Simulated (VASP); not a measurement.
# Ni, energy along a vibration (SMASS = -2): which settings are enough?

Ni, atoms displaced along the mode, 2 atoms in the cell. PBE, energy along a line of displacements; PAW potentials Ni (PBE set). VASP 6.6.1.

Wanted: harmonic frequency within 1 %.

Mode: transverse mode at X.

POSCAR of the starting run:
```
Ni
1.0
    1.7375729330      1.7375729330      0.0000000000
   -1.7375729330      1.7375729330      0.0000000000
    0.0000000000      0.0000000000      3.4751458660
Ni
2
Direct
   -0.0115103082      0.0115103082      0.0000000000
    0.5115103082      0.4884896918      0.5000000000

    0.0100000000   0.0000000000   0.0000000000
   -0.0100000000   0.0000000000   0.0000000000
```

The series start from k mesh: 8 × 8 × 6; Cutoff (eV): 360; Step along the mode (Å): 0.02; Electronic threshold (eV): 1e-7; Smearing width (eV): 0.15; Precision and projection: Accurate, reciprocal space. Each series keeps the choices made before it, and each single choice may use up half of a tolerance.

## k mesh

| k mesh | Harmonic frequency (THz) | Time (s) |
|---|---|---|
| 3 × 3 × 3 | 7.088 | 22 |
| 5 × 5 × 4 | 6.727 | 34 |
| 6 × 6 × 5 | 6.991 | 48 |
| 8 × 8 × 6 | 6.75 | 89 |
| 10 × 10 × 7 | 6.782 | 138 |
| 12 × 12 × 9 (reference) | 6.655 | 248 |

## Cutoff (eV)

| Cutoff (eV) | Harmonic frequency (THz) | Time (s) |
|---|---|---|
| 190 | 8.669 | 174 |
| 230 | 6.34 | 172 |
| 270 | 6.648 | 279 |
| 320 | 6.685 | 269 |
| 360 | 6.655 | 248 |
| 410 (reference) | 6.666 | 258 |

## Electronic threshold (eV)

| Electronic threshold (eV) | Harmonic frequency (THz) | Time (s) |
|---|---|---|
| 0.001 | 6.664 | 185 |
| 0.0001 | 6.686 | 220 |
| 1e-5 | 6.686 | 241 |
| 1e-6 | 6.686 | 305 |
| 1e-7 | 6.686 | 370 |
| 1e-8 (reference) | 6.686 | 428 |

## Smearing width (eV)

| Smearing width (eV) | Harmonic frequency (THz) | Time (s) |
|---|---|---|
| 0.4 | 6.658 | 219 |
| 0.3 | 6.664 | 188 |
| 0.2 | 6.668 | 184 |
| 0.15 | 6.664 | 185 |
| 0.1 (reference) | 6.663 | 183 |

## Question

The rows run from the loosest to the tightest. For each series: choose the loosest value from which every tighter one stays within half of the tolerance.

## Answer

- k mesh: 12 × 12 × 9, the tightest run, since the next looser one is off by more than half of the tolerance (convergence isn't shown beyond it)
- Cutoff (eV): 270
- Electronic threshold (eV): 0.001
- Smearing width (eV): 0.4

Also changed on the way, by series that aren't shown: Step along the mode (Å): 0.08.

## All choices together

| Input | Harmonic frequency (THz) | Time (s) |
|---|---|---|
| defaults on a coarse mesh (naive) | 6.637 | 6.6 |
| chosen settings | 6.658 | 219 |
| reference settings throughout | 6.666 | 275 |

The chosen settings stay within the tolerance of the reference run, but the reference itself isn't shown to be converged in: k mesh.

## The input

INCAR:
```
GGA = PE ; PREC = Accurate
ENCUT = 270 ; EDIFF = 0.001
ALGO = Normal ; LREAL = False
LASPH = True ; ISMEAR = 1
SIGMA = 0.4 ; ISYM = 0
LWAVE = False ; LCHARG = False
IBRION = 0 ; SMASS = -2
POTIM = 1 ; NSW = 9
NELMIN = 4 ; KPAR = 2
ISPIN = 2 ; MAGMOM = 1 1
```

KPOINTS:
```
Automatic mesh
0
Gamma
  12 12 9
  0 0 0
```

POSCAR:
```
Ni
1.0
    1.7375729330      1.7375729330      0.0000000000
   -1.7375729330      1.7375729330      0.0000000000
    0.0000000000      0.0000000000      3.4751458660
Ni
2
Direct
   -0.0460412328      0.0460412328      0.0000000000
    0.5460412328      0.4539587672      0.5000000000

    0.0400000000   0.0000000000   0.0000000000
   -0.0400000000   0.0000000000   0.0000000000
```

Commands:
```
cat potpaw_PBE.64/Ni/POTCAR > POTCAR
mpirun -np 2 vasp_std > vasp.out
```

The naive input happens to agree within the tolerance here, in 6.6 s.

Limits: NELMIN = 4 forces that many electronic steps, so a loose EDIFF looks better here than it is.

The chosen input took VASP 6.6.1 219 s on 2 cores (Intel Xeon Platinum 8259CL @ 2.50GHz (Skylake/Cascade Lake)), a shared host.

## An input that fails: SMASS left out, so the atoms move under their forces

It runs to its end, but against the unchanged starting input it is off by 1.9 % in the harmonic frequency.

Changes against the starting input:
```
- SMASS = -2
```
